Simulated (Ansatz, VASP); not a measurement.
**One calculation of HfN, two programs**

File INCAR:

```
SYSTEM = HfN
PREC = Accurate
ENCUT = 600
EDIFF = 1E-6
ISMEAR = 0
SIGMA = 0.1
LREAL = .FALSE.
LASPH = .TRUE.
NELM = 80
ALGO = Normal
ISIF = 3
LWAVE = .FALSE.
LCHARG = .FALSE.
GGA = PS
IBRION = 2
NSW = 100
EDIFFG = -0.005
```

KPOINTS

```
Automatic mesh
0
G
  16 16 16
  0 0 0
```

File POSCAR:

```
HfN
1.0
    0.0000000000      2.2560000000      2.2560000000
    2.2560000000      0.0000000000      2.2560000000
    2.2560000000      2.2560000000      0.0000000000
Hf N
1 1
Direct
    0.0000000000      0.0000000000      0.0000000000
    0.5000000000      0.5000000000      0.5000000000
```

Input for Ansatz:

```yaml
crystal:
  lattice:
    - [0.0, 2.256, 2.256]
    - [2.256, 0.0, 2.256]
    - [2.256, 2.256, 0.0]
  atoms:
    - { symbol: Hf, position: [0.0, 0.0, 0.0] }
    - { symbol: "N", position: [0.5, 0.5, 0.5] }
basis:
  ecutwfc: 420
kpoints:
  mp_grid: { grid: [16, 16, 16] }
hamiltonian:
  xc: pbesol
scf:
  occupations: { method: gaussian, width: 0.1 }
output:
  forces: true
  stress: true
  eigenvalues: true
relax:
  adjacent_minimum: "off"
  f_tol: 0.005
  max_steps: 80
  cell: { stress_tol: 0.05 }
```

Alike in both runs: task relaxation of cell and atoms; functional PBEsol; k mesh 16 × 16 × 16; occupations gaussian, width 0.1 eV; no spin polarisation.

|  | VASP | Ansatz |
| --- | --- | --- |
| version | VASP 6.6.1 | Ansatz 0.2.0 |
| potentials or method | VASP PAW PBE potentials, release 64 (Hf_pv, N) | scalar-relativistic, plane waves, PAW |
| plane-wave cutoff (eV) | 600 | 420 |
| valence electrons in the cell | 15 | 31 |

```csv
,VASP,Ansatz,Ansatz less VASP
"gap on the k mesh at the Fermi level, each at its own relaxed structure (eV)",none,none,-
relaxed volume (Å³/atom),11.31,11.40,+0.091
relaxed cell length with the largest relative difference (Å),3.175,3.183,+0.0085
energy change over the relaxation (meV/atom),-2,0,+1.8
```

A gap of «none» marks a metal or a gap that the smearing closes. The two sets of potentials don't hold the same shells in valence.

Caveats: the PAW data sets were made with another functional, which shifts forces and pressure a little (VASP). The runs have no spin-orbit coupling, so splittings on Hf are missing.
